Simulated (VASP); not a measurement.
Runs of VASP 6.6.1 on Si12C11 (a cell with a defect). The cell holds a defect, 23 atoms: a = 9.245 Å, b = 6.163 Å, c = 6.163 Å, α = 60.00°, β = 60.00°, γ = 60.00°. 

| task | level | potentials or basis | fixed moment (μB) | cell | k mesh | grid for exact exchange (PRECFOCK) | screening parameter | mesh quality | moment (μB) | largest force (eV/Å) |
| --- | --- | --- | --- | --- | --- | --- | --- | --- | --- | --- |
| single point | LDA | VASP PAW LDA potentials, release 64 (Si, C) | 1 | as given | 2 × 3 × 3 | - | - | coarse | 1.00 | (b) |
| single point | PBEsol | VASP PAW PBE potentials, release 64 (Si, C) | - | as given | 2 × 3 × 3 | - | - | coarse | 0.11 | 0.18 |
| single point | PBEsol | VASP PAW PBE potentials, release 64 (Si, C) | 1 | as given | 3 × 4 × 4 | - | - | not flagged | 1.00 | (a) |
| single point | HSE06 | VASP PAW PBE potentials, release 64 (Si, C) | 1 | as given | 2 × 2 × 2 | Fast | 0.2 1/A | coarse | 1.00 | 0.34 |
| single point | PBEsol | VASP PAW PBE potentials, release 64 (Si, C) | 3 | as given | 2 × 3 × 3 | - | - | coarse | 3.00 | 0.58 |
| relaxation of the atoms | PBEsol | VASP PAW PBE potentials, release 64 (Si, C) | 1 | atoms relaxed from: atoms moved at random, drawn with an rms of 0.05 Å | 2 × 3 × 3 | - | - | coarse | 1.00 | 0.02 |

Alike in all rows: spin collinear, ferromagnetic start; cutoff (eV) 450; smearing gaussian 0.03 eV.

**Question.** Estimate the missing entries.

**Answer.** (a) 0.17; (b) 0.16.

Caveats: some runs use coarse meshes; the total moment is fixed, so each spin has its own Fermi level (some runs); the PAW data sets were made with another functional, which shifts forces and pressure a little (some runs).
